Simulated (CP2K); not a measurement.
Runs of CP2K 2026.2 on Pb. The structure is cubic, space group Fm-3m (No. 225). The conventional cell has a = 4.950 Å, b = 4.950 Å, c = 4.950 Å, α = 90.00°, β = 90.00°, γ = 90.00°. Pb (site symmetry m-3m) is surrounded by 12 Pb at 3.50 Å. 

```tsv
task	level	potentials or basis	cell	k mesh	smearing	EPS_DEFAULT	k points reduced by the point group	NGRIDS	potentials	points a segment of the path (NPOINTS)	gap on the mesh (eV)	pressure (GPa)
single point	PBE	POTENTIAL_UZH Pb GTH-PBE-q4; TZVP-MOLOPT-PBE-GTH basis	as given	9 × 9 × 9	fermi-dirac 0.05 eV	1.0E-10	yes	5	Pb GTH-PBE-q4 of POTENTIAL_UZH	-	none	3.2
band structure	LDA	GTH_POTENTIALS Pb GTH-PADE-q4; TZVP-MOLOPT-PBE-GTH basis	as given	9 × 9 × 9	fermi-dirac 0.0259 eV	1.0E-9	yes	5	Pb GTH-PADE-q4 of GTH_POTENTIALS	8	none	-3.2
band structure	PBEsol	POTENTIAL_UZH Pb GTH-PBE-q4; TZVP-MOLOPT-PBE-GTH basis	as given	9 × 9 × 9	fermi-dirac 0.05 eV	1.0E-9	yes	5	Pb GTH-PBE-q4 of POTENTIAL_UZH	6	none	(a)
single point	PBE	POTENTIAL_UZH Pb GTH-PBE-q4; TZVP-MOLOPT-PBE-GTH basis	as given	9 × 9 × 9	gaussian 0.027 eV	1.0E-10	yes	4	Pb GTH-PBE-q4 of POTENTIAL_UZH	-	none	3.3
band structure	PBE	POTENTIAL_UZH Pb GTH-PBE-q4; TZVP-MOLOPT-PBE-GTH basis	as given	9 × 9 × 9	fermi-dirac 0.0259 eV	1.0E-10	yes	4	Pb GTH-PBE-q4 of POTENTIAL_UZH	8	none	3.3
relaxation of cell and atoms	PBEsol+D3(BJ)	POTENTIAL_UZH Pb GTH-PBE-q4; TZVP-MOLOPT-PBE-GTH basis	relaxed	9 × 9 × 9	fermi-dirac 0.05 eV	1.0E-10	-	4	Pb GTH-PBE-q4 of POTENTIAL_UZH	-	none	0.0
band structure	PBE	POTENTIAL_UZH Pb GTH-PBE-q4; TZVP-MOLOPT-PBE-GTH basis	as given	9 × 9 × 9	fermi-dirac 0.01 eV	1.0E-9	yes	4	Pb GTH-PBE-q4 of POTENTIAL_UZH	8	none	3.3
relaxation of the atoms	BLYP+D4	GTH_POTENTIALS Pb GTH-BLYP-q4; TZVP-MOLOPT-PBE-GTH basis	atoms relaxed from: cell strained at random at fixed volume	9 × 9 × 10	fermi-dirac 0.05 eV	1.0E-10	-	4	Pb GTH-BLYP-q4 of GTH_POTENTIALS	-	none	-0.6
```

Alike in all rows: no spin polarisation.

**Question.** Fill in the values left out.

**Answer.** (a) 2.5.

Caveats: the basis of atomic orbitals isn't converged, which shifts pressures, moduli and gaps; the potentials were made for another functional, which shifts forces and pressure (some runs); the printed path begins after the first move (some runs); pairwise dispersion overbinds metals, which lowers pressure and volume (some runs).

A k mesh can miss the band edges, and the runs leave out spin-orbit coupling on Pb.

A gap of «none» marks a metal or a gap under the smearing width.

Not every run made on this cell is shown here.
